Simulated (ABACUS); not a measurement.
**Ti: equation of state with PBE**

Crystal: Ti.

```
Ti
1.0
    -1.64100    1.64100    1.64100
     1.64100   -1.64100    1.64100
     1.64100    1.64100   -1.64100
Ti
1
Direct
  0.00000 0.00000 0.00000
```

This isn't the form of Ti at room conditions, which is hcp.

| Property | Result |
| --- | --- |
| Program | ABACUS 3.10.1 |
| Task | equation of state |
| Functional | PBE |
| Potentials or basis | PseudoDojo NC SR 0.5 PBE standard |
| Cutoff | 1361 eV |
| Density cutoff | 5442 eV |
| Basis | DZP LCAO (the cutoffs set its grid) |
| k mesh | 10 × 10 × 10 |
| Occupations | fermi-dirac, width 0.05 eV |
| Spin | no spin polarisation |

```yaml
Equilibrium_volume: 17.31 Å³/atom
Bulk_modulus: 107 GPa
Pressure_derivative_of_the_bulk_modulus: "3.3 (rough: it moves with the points fitted)"
```

Energy against volume, from the lowest point:
```csv
volume (Å³/atom),energy (meV/atom)
16.616,9.88
17.323,0.00
18.030,9.41
18.737,35.03
```

All runs of the series together: 23 s on 4 threads of AMD EPYC 7R43 64-Core Processor (Zen 3), on a shared host.

Caveat: the atomic orbitals were generated for these runs and aren't a published set; the basis of atomic orbitals isn't converged, which shifts pressures, moduli and gaps.
